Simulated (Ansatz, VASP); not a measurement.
**Si in VASP and in Ansatz**

```
CELL_PARAMETERS angstrom
0.00000 1.69757 1.69757
1.69757 0.00000 1.69757
1.69757 1.69757 0.00000
ATOMIC_POSITIONS crystal
Si 0.00000 0.00000 0.00000
```

Change from the starting cell: volume scaled by 0.7, LAPW.

Alike in both runs: task single point; functional LDA; k mesh 18 × 18 × 18; occupations fermi-dirac, width 0.08 eV; no spin polarisation.

|  | VASP | Ansatz |
| --- | --- | --- |
| version | VASP 6.6.1 | Ansatz 0.2.0 |
| potentials or method | VASP PAW LDA potentials, release 64 (Si), cutoff 520 eV | all-electron LAPW, scalar-relativistic |

VASP gave:

```
pressure (GPa) : 67.3
```

Question: What did Ansatz give for the same quantities?

Answer: Pressure (GPa): 67.2.

Ansatz ran all-electron here, so the differences hold the error of VASP's frozen core and of both bases.

Caveats: the cell as given lies far from equilibrium; so large a pressure means that the cell lies far from this level's equilibrium, or that cutoff or potentials fall short (VASP).
